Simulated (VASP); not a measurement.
# CaF2 (Fluorite) (Fm-3m) in VASP: further runs

The runs below take CaF2 (Fluorite) through relaxation of the atoms, relaxation of cell and atoms, with PBE+D3(BJ), PBEsol.

Program: VASP 6.6.1. These are calculated values, not measurements. Logs are shortened: lines on timing, memory, paths and dates and some standing lists are left out, and cuts for length are marked.

## (1) The structure

It takes space group Fm-3m (No. 225, cubic). Conventional cell: a = 5.462 Å, b = 5.462 Å, c = 5.462 Å, α = 90.00°, β = 90.00°, γ = 90.00°. Ca (site symmetry m-3m) is surrounded by 8 F at 2.37 Å. Around F (site symmetry -43m) lie 4 Ca at 2.37 Å.

## (2) Relaxation of the atoms, PBE+D3(BJ) (a relaxed cell with its volume scaled by 1.06)

File INCAR:

```
PREC = Accurate ; ENCUT = 600
EDIFF = 1E-7 ; ISMEAR = 0
SIGMA = 0.03 ; LREAL = F
LASPH = T ; NELM = 80
ALGO = Normal ; ISIF = 2
LWAVE = F ; LCHARG = F
GGA = PE ; IVDW = 12
IBRION = 2 ; NSW = 40
EDIFFG = -0.01
```

File KPOINTS:

```
Automatic mesh
0
Gamma
  8 8 8
```

File POSCAR:

```
CaF2                                    
1.0
    0.0000000000      2.7905813840      2.7905813840
    2.7905813840      0.0000000000      2.7905813840
    2.7905813840      2.7905813840      0.0000000000
  Ca              F             
     1     2
Direct
     0.0000000000000000    0.0000000000000000    0.0000000000000000
     0.2500000000000000    0.2500000000000000    0.2500000000000000
     0.7500000000000000    0.7500000000000000    0.7500000000000000
```

Potentials or basis: VASP PAW PBE potentials, release 64 (Ca_sv, F).

Started as:

```
$ cat potpaw_PBE.64/Ca_sv/POTCAR potpaw_PBE.64/F/POTCAR > POTCAR
$ mpirun -np 1 vasp_std > vasp.out
```

OUTCAR:

```text
PREC = Accurate
   ENCUT = 600
   EDIFF = 1E-7
   ISMEAR = 0
   LREAL = F
   LASPH = T
   NELM = 80
   ISIF = 2
   GGA = PE
   IVDW = 12
   IBRION = 2
   NSW = 40
   EDIFFG = -0.01
 IVDW          = 12

 ion  position               nearest neighbor table
   1  0.000  0.000  0.000-   2 2.42   3 2.42   3 2.42   3 2.42   3 2.42   2 2.42   2 2.42   2 2.42

   2  0.250  0.250  0.250-   1 2.42   1 2.42   1 2.42   1 2.42
   3  0.750  0.750  0.750-   1 2.42   1 2.42   1 2.42   1 2.42

  LATTYP: Found a face centered cubic cell.
 ALAT       =     5.5811627680

  Lattice vectors:

 A1 = (   0.0000000000,   2.7905813840,   2.7905813840)
 A2 = (   2.7905813840,   0.0000000000,   2.7905813840)
 A3 = (   2.7905813840,   2.7905813840,   0.0000000000)

Analysis of symmetry for initial positions (statically):
=====================================================================
 Subroutine PRICEL returns:
 Original cell was already a primitive cell.

 Routine SETGRP: Setting up the symmetry group for a
 face centered cubic supercell.

 Subroutine GETGRP returns: Found 48 space group operations
 (whereof 48 operations were pure point group operations)
 out of a pool of 48 trial point group operations.

The static configuration has the point symmetry O_h .

Analysis of symmetry for dynamics (positions and initial velocities):
=====================================================================
 Subroutine PRICEL returns:
 Original cell was already a primitive cell.

 Routine SETGRP: Setting up the symmetry group for a
 face centered cubic supercell.

 Subroutine GETGRP returns: Found 48 space group operations
 (whereof 48 operations were pure point group operations)
 out of a pool of 48 trial point group operations.

The dynamic configuration has the point symmetry O_h .

 Subroutine INISYM returns: Found 48 space group operations
 (whereof 48 operations are pure point group operations),
 and found     1 'primitive' translations

----------------------------------------------------------------------------------------

                                     Primitive cell

  volume of cell :      43.4624

  direct lattice vectors                    reciprocal lattice vectors
     0.000000000  2.790581384  2.790581384    -0.179174133  0.179174133  0.179174133
[... 89 lines left out ...]
   LREAL  =      F    real-space projection
   EDIFFG = -.1E-01   stopping-criterion for IOM
   NSW    =     40    number of steps for IOM
   IBRION =      2    ionic relax: 0-MD 1-quasi-New 2-CG
   NFREE  =      1    steps in history (QN), initial steepest desc. (CG)
   ISIF   =      2    stress and relaxation
   ISYM   =      2    0-nonsym 1-usesym 2-fastsym
   POTIM  = 0.5000    time-step for ionic-motion
   TEBEG  =    0.0;   TEEND  =   0.0 temperature during run
   PSTRESS=    0.0 pullay stress
   NELECT =      24.0000    total number of electrons
   NUPDOWN=      -1.0000    fix difference up-down
   EMIN   =  10.00;   EMAX   =-10.00  energy-range for DOS
   EFERMI =   0.00;   METHOD = LEGACY
   ISMEAR =     0;   SIGMA  =   0.03  broadening in eV -4-tet -1-fermi 0-gaus
   EFERMI_NEDOS =   21; number of points for ismear=-14 and -15
   IALGO  =     38    algorithm
   IMIX   =      4    mixing-type and parameters
     AMIX     =   0.40;   BMIX     =  1.00
     AMIX_MAG =   1.60;   BMIX_MAG =  1.00
  volume/ion in A,a.u.               =      14.49        97.77
  Fermi-wavevector in a.u.,A,eV,Ry     =   1.343097  2.538084 24.543662  1.803908
  Thomas-Fermi vector in A             =   2.471198
   LORBIT       =      0    0 simple, 1 ext, 2 COOP (PROOUT), +10 PAW based schemes
   GGA     = PE    functional components
   LHFCALC =     F    Hartree Fock is set to
   AEXX    =    0.0000 exact exchange contribution
   IVDW    =    12    specifies the selected vdW correction
   LEPSILON=     F    determine dielectric tensor
   LRPA    =     F    only Hartree local field effects (RPA)
 conjugate gradient relaxation of ions
 non-spin polarized calculation
 Gauss-broadening in eV      SIGMA  =   0.03
  energy-cutoff  :      600.00
  volume of cell :       43.46
 maximum number of plane-waves:      1475
   NGX = 15   NGY = 15   NGZ = 15

 number of electron      24.0000020 magnetization

 Free energy of the ion-electron system (eV)
  ---------------------------------------------------
  ext. energy  EPLUGINS =         0.00000000
  ---------------------------------------------------
  free energy    TOTEN  =       -17.33541212 eV

  energy without entropy =      -17.33541212  energy(sigma->0) =      -17.33541212

 E-fermi :  -1.1258     XC(G=0):  -9.3143

 val. band max:       -1.3024458521   @ k =   0.5000   0.5000   0.0000
 cond. band min:       5.6027711836   @ k =   0.0000   0.0000   0.0000
 fundamental gap:      6.9052170357
 Fermi energy:        -1.1258150533

 k-point     1 :       0.0000    0.0000    0.0000
  band No.  band energies     occupation
      1     -37.6457      2.00000
      2     -21.0828      2.00000
      3     -20.4071      2.00000
      4     -18.5831      2.00000
      5     -18.5831      2.00000
      6     -18.5831      2.00000
[... 433 lines left out ...]
      3     -20.9287      2.00000
      4     -18.6329      2.00000
      5     -18.4385      2.00000
      6     -18.2154      2.00000
[... 8 lines left out ...]
     15       8.1472      0.00000
     16       8.5885      0.00000

 [... further k-points ...]

------------------------ aborting loop because EDIFF is reached ----------------------------------------

 Edisp (eV)   -0.43999

 E8    (eV) :    -0.1844

  FORCE on cell =-STRESS in cart. coord.  units (eV):
  Direction    XX          YY          ZZ          XY          YZ          ZX
  --------------------------------------------------------------------------------------
  -------------------------------------------------------------------------------------
  Total      -1.16412    -1.16412    -1.16412     0.00000     0.00000     0.00000
  in kB     -42.91340   -42.91340   -42.91340     0.00000     0.00000     0.00000
  external pressure =      -42.91 kB  Pullay stress =        0.00 kB

 VOLUME and BASIS-vectors are now :
 -----------------------------------------------------------------------------
  energy-cutoff  :      600.00
  volume of cell :       43.46
      direct lattice vectors                 reciprocal lattice vectors
     0.000000000  2.790581384  2.790581384    -0.179174133  0.179174133  0.179174133
     2.790581384  0.000000000  2.790581384     0.179174133 -0.179174133  0.179174133
     2.790581384  2.790581384  0.000000000     0.179174133  0.179174133 -0.179174133

 POSITION                                       TOTAL-FORCE (eV/Angst)
 -----------------------------------------------------------------------------------
      0.00000      0.00000      0.00000        -0.000000      0.000000      0.000000
      1.39529      1.39529      1.39529        -0.000000     -0.000000     -0.000000
      4.18587      4.18587      4.18587         0.000000      0.000000      0.000000
 -----------------------------------------------------------------------------------
    total drift:                                0.000000     -0.000000      0.000000

  FREE ENERGIE OF THE ION-ELECTRON SYSTEM (eV)
  ---------------------------------------------------
  free  energy   TOTEN  =       -17.7754036714 eV

  energy  without entropy=      -17.7754036714  energy(sigma->0) =      -17.77540367

 reached required accuracy - stopping structural energy minimisation
```

OSZICAR:

```text
N       E                     dE             d eps       ncg     rms          rms(c)
DAV:   1     0.239274666461E+03    0.23927E+03   -0.14909E+04   928   0.168E+03
DAV:   2    -0.818286569887E+01   -0.24746E+03   -0.24199E+03  1200   0.403E+02
DAV:   3    -0.182785639451E+02   -0.10096E+02   -0.10089E+02  1056   0.938E+01
DAV:   4    -0.186534795936E+02   -0.37492E+00   -0.37481E+00  1624   0.135E+01
DAV:   5    -0.186556312654E+02   -0.21517E-02   -0.21517E-02  1056   0.111E+00    0.805E+00
DAV:   6    -0.173063943307E+02    0.13492E+01   -0.75728E+00   984   0.191E+01    0.320E+00
DAV:   7    -0.173108247888E+02   -0.44305E-02   -0.19888E-01  1240   0.400E+00    0.170E+00
DAV:   8    -0.173297596538E+02   -0.18935E-01   -0.36108E-02  1208   0.238E+00    0.199E-01
DAV:   9    -0.173344740201E+02   -0.47144E-02   -0.91597E-03  1240   0.740E-01    0.144E-01
DAV:  10    -0.173353917944E+02   -0.91777E-03   -0.15767E-03  1072   0.317E-01    0.266E-02
DAV:  11    -0.173354038886E+02   -0.12094E-04   -0.90705E-05  1312   0.785E-02    0.151E-02
DAV:  12    -0.173354123140E+02   -0.84254E-05   -0.21528E-05  1104   0.442E-02    0.375E-03
DAV:  13    -0.173354126533E+02   -0.33934E-06   -0.56648E-06  1416   0.186E-02    0.429E-03
DAV:  14    -0.173354120993E+02    0.55400E-06   -0.12614E-06  1152   0.113E-02    0.493E-04
DAV:  15    -0.173354121222E+02   -0.22904E-07   -0.57287E-08   856   0.257E-03
   1 F= -.17775404E+02 E0= -.17775404E+02  d E =-.177754E+02
```

It took 14 s on 1 thread of Intel Xeon 6975P-C (Granite Rapids), shared host; peak memory 0.19 GiB.

What came out:

| Quantity | Value |
| --- | --- |
| Free energy | -17.7754 eV |
| Pressure after relaxing | -4.3 GPa |
| Band gap on the k mesh | 6.91 eV, indirect (least direct gap 7.15 eV) |
| Dispersion energy per atom | -0.147 eV |

Final structure:
```xyz
3
Lattice="0.0000 2.7906 2.7906 2.7906 0.0000 2.7906 2.7906 2.7906 0.0000" Properties=species:S:1:pos:R:3 pbc="T T T"
Ca    0.0000    0.0000    0.0000
F     1.3953    1.3953    1.3953
F     4.1859    4.1859    4.1859
```

Caveat: the relaxation stopped at its first step, so nothing moved. A k mesh can miss the band edges.

(Continued in part 2 of 2.)
